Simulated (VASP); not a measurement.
VASP inputs for PbS (strained rocksalt)

INCAR

```
SIGMA = 0.02
LWAVE = .FALSE.
EDIFF = 1E-7
PREC = Accurate
LREAL = .FALSE.
GGA = PE
IBRION = -1
LASPH = .TRUE.
NELM = 120
ENCUT = 520
LCHARG = .FALSE.
ISIF = 2
NBANDS = 17
NSW = 0
ISMEAR = -1
```

KPOINTS

```
KPOINTS created by Atomic Simulation Environment
0
Gamma
8 8 8
0 0 0
```

KPOINTS_OPT

```
special points
7
Reciprocal
0.0000000000 0.0000000000 0.0000000000 1
0.5000000000 0.0000000000 0.5000000000 1
0.6250000000 0.2500000000 0.6250000000 1
0.3750000000 0.3750000000 0.7500000000 1
0.5000000000 0.5000000000 0.5000000000 1
0.5000000000 0.2500000000 0.7500000000 1
0.0000000000 0.0000000000 0.5000000000 1
```

POSCAR

```
Pb S
 1.0000000000000000
     0.0000000000000000    3.0320411529000002    3.0320411529000002
     3.0320411529000002    0.0000000000000000    3.0320411529000002
     3.0320411529000002    3.0320411529000002    0.0000000000000000
 Pb  S
   1   1
Cartesian
  0.0000000000000000  0.0000000000000000  0.0000000000000000
  3.0320411529000002  3.0320411529000002  3.0320411529000002
```

VASP ran with the recommended PBE PAW datasets (20 valence electrons in the cell).

**Question.** Estimate the main results of this run.

**Answer.** gap between bands v and c 0.58 eV; least direct gap 0.58 eV; pressure -1.4 GPa.

Band v is the last that the valence electrons fill when counted band by band, and c is the next. Levels in eV from the top of v:

```
point    v−1      v     c   c+1
    Γ  -1.79  -1.79  5.08  5.08
    X  -2.96  -2.96  4.21  5.41
    K  -2.50  -2.16  3.38  4.10
    L  -1.45   0.00  0.58  2.16
    W  -3.87  -0.83  2.29  4.70
```
